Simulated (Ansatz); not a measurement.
**Al₂O₃ — ¹⁷O NMR of the central transition**

Cell: a Materials Project structure (computed, not necessarily an observed phase).

Space group R-3c:H (No. 167); a = 4.8050, c = 13.1163 Å, γ = 120.00°.

```
site  Wyckoff  site symmetry       x       y       z
  Al      12c             3.  0.0000  0.0000  0.1479
   O      18e             .2  0.0272  0.6667  0.9167
```

One atom of each set is listed; the run and its k-mesh use a cell of 10 atoms with edges of 5.18, 5.18, 5.18 Å.

The numbers come from a DFT calculation in Ansatz (PBE, plane waves and PAW, scalar-relativistic, 420 eV cutoff, Γ-centred 8×8×8 k-points, Fermi–Dirac smearing 0.02 eV).

¹⁷O has I = 5/2 and Q = -25.58 mb (Pyykkö 2018); at 23.5 T its Larmor frequency is ν₀ = 135.7 MHz. Only the quadrupole interaction is simulated: positions count from each site's isotropic chemical shift, and J coupling is left out, as are shift anisotropy and dipolar coupling, which fast spinning averages.

(1) Simulate the second-order pattern (fast magic-angle spinning, Gaussian broadening 0.04 kHz) of site O (4 Al at 1.87–1.99 Å; also 2 Al at 3.25 Å).

Answers

(1) The calculation gives C_Q = 2.47 MHz and η = 0.52, so ν_Q = 0.371 MHz and the centre of gravity lies at -2.17 ppm (-0.295 kHz).

offset (kHz), height and a bar:
```
  -0.7449          0 
  -0.7252          1 
  -0.7055          5 #
  -0.6859          8 ##
  -0.6662          9 ###
  -0.6466         10 ###
  -0.6269         10 ###
  -0.6072         10 ###
  -0.5876         12 ####
  -0.5679         18 #####
  -0.5483         27 ########
  -0.5286         31 #########
  -0.5089         34 ##########
  -0.4893         36 ###########
  -0.4696         39 ############
  -0.4499         42 #############
  -0.4303         49 ###############
  -0.4106         65 ####################
  -0.3910         92 ############################
  -0.3713        100 ##############################
  -0.3516         87 ##########################
  -0.3320         78 #######################
  -0.3123         75 ######################
  -0.2926         75 ######################
  -0.2730         78 #######################
  -0.2533         86 ##########################
  -0.2337         96 #############################
  -0.2140         95 #############################
  -0.1943         82 #########################
  -0.1747         70 #####################
  -0.1550         63 ###################
  -0.1354         58 #################
  -0.1157         54 ################
  -0.0960         50 ###############
  -0.0764         48 ##############
  -0.0567         44 #############
  -0.0370         35 ##########
  -0.0174         17 #####
   0.0023          4 #
   0.0219          0
```
